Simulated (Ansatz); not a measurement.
An Ansatz run on ZnS (zincblende) left the output below. The cell was relaxed with r2SCAN and then strained (uniaxial -0.4 % along x, other directions held), with the atoms relaxed again with r2SCAN; k points keep the names of the unstrained zone.

The cell given to it:
```
Zn S
1.0
     0.00000    2.69409    2.69409
     2.68331    0.00000    2.69409
     2.68331    2.69409    0.00000
Zn S
1 1
Direct
  0.00000 0.00000 0.00000
  0.25000 0.25000 0.25000
```

The log, with set-up remarks and timings taken out:
```
scf.n_extra_bands = 4 over 9 filled bands (N_el = 18.0): the run solves 13 bands
Crystal: 2 atoms, lattice volume = 38.951 Å³
Basis set: ecut = 420 eV, 749 PW (Γ)
Bands: 13, of which v1, the nominal top of the filled ones, is band 9 counted from 1 (8 counted from 0)
Symmetry: 8 space group operations
Space group: I-4m2 (ITA 119)
k-points: 30 of 216 (time reversal used)
[warm-up without exact exchange]
SCF 1 stopped early in 2 iterations: F = -4222.720042 eV  dr2 = 4.33e-4
[exact exchange on]
Exchange kernel: α = 0.2500, screened, ω = 0.2079 Å⁻¹, Wigner–Seitz truncation, v(0) = 1046.3320 eV·Å³, q-mesh 6×6×6
SCF 2 stopped early in 6 iterations: F = -4223.397186 eV  dr2 = 1.30e-6
hybrid outer 1: dexx = +1.051e-2 eV, tail = 4.11e-5 eV
SCF 3 converged in 4 iterations: F = -4223.396610 eV  dr2 = 4.84e-9
hybrid outer 2: dexx = +8.760e-7 eV, tail = 2.34e-8 eV, Δε = 4.27e-3 eV
NSCF: frozen V_eff on 6 k-points
Free energy (F): -4223.396610 eV
Fermi energy:    5.227301 eV
--- Forces (eV/Å), atoms counted from 1 ---
  atom   1  Zn      0.00000      0.00000      0.00000
  atom   2  S       0.00000      0.00000      0.00000
--- Stress (GPa, compression-positive) ---
        2.069114       0.000000       0.000000
        0.000000       1.903503       0.000000
        0.000000       0.000000       1.903503
  P = ⅓ Tr σ = 1.9587 GPa (19.587 kbar)
--- Band table (eV; the first three rows and the last of 30) ---
  k-point 0: bands = […, -2.7258, -2.2730, -2.2721, 5.2126, 5.2126, 5.2273, 8.6146, 12.8981, 12.8981, 12.8997]
  k-point 1: bands = […, -2.6877, -2.2747, -2.2743, 3.4389, 4.9471, 4.9610, 9.7357, 12.8778, 13.3280, 13.3362]
  k-point 2: bands = […, -2.4479, -2.2636, -2.2628, 0.9187, 4.4830, 4.5040, 9.9504, 13.5326, 13.5646, 14.4508]
  k-point 29: bands = […, -2.3650, -2.2473, -1.8590, 0.2770, 2.3544, 2.4221, 11.1190, 11.9588, 15.6644, 15.7148]
```

Levels at the listed points, from bands.tsv (eV from the Fermi energy, bands near the gap, counted from 0):
```tsv
# k_distance	band_4	band_5	band_6	band_7	band_8	band_9	band_10	band_11	band_12
# fermi_ev = 5.227301
# [0, 0, 0] at k_distance = 0.000000
# [-0.5, -0.5, 0] at k_distance = 1.166107
# [-0.375, -0.375, 0.25] at k_distance = 1.579217
# [-0.375, 0, 0.375] at k_distance = 2.295222
# [0, 0, 0.5] at k_distance = 3.009793
# [-0.5, -0.25, 0.25] at k_distance = 3.834355
# levels_relative_to = fermi_ev
0.000	-7.500	-7.499	-0.015	-0.015	0.000	3.387	7.671	7.671	7.672
1.166	-7.432	-7.219	-5.067	-2.398	-2.388	4.353	5.272	12.618	13.763
1.579	-7.469	-7.094	-4.967	-3.413	-1.950	5.216	7.320	10.756	11.276
2.295	-7.469	-7.094	-4.967	-3.413	-1.950	5.216	7.320	10.756	11.276
3.010	-7.474	-7.258	-5.688	-0.953	-0.928	4.576	8.144	8.183	10.245
3.834	-7.516	-7.045	-4.900	-3.035	-2.930	6.788	7.621	9.288	9.413
```
In order the rows are Γ, X, U, K, L, W.

Problem. Which of these blocks stood in the input: relax, gw, phonons, dielectric, magnetization (spin_orbit)?

Solution. None of them. A single point prints forces and stress when the output block asks for them.

Problem. Which k mesh was typed?

Solution. 6×6×6, Γ-centred.

Problem. How were the bands filled?

Solution. Fixed occupations.

Problem. Which functional?

Solution. HSE06. The exchange loop shows exact exchange. Close relatives of this functional can't be ruled out from these lines alone.

No spin polarisation and no zero-point or thermal motion.

The stress of a hybrid is loosely converged in these runs.

The meshes of the hybrids are coarse, so their gaps aren't converged to the digits shown.
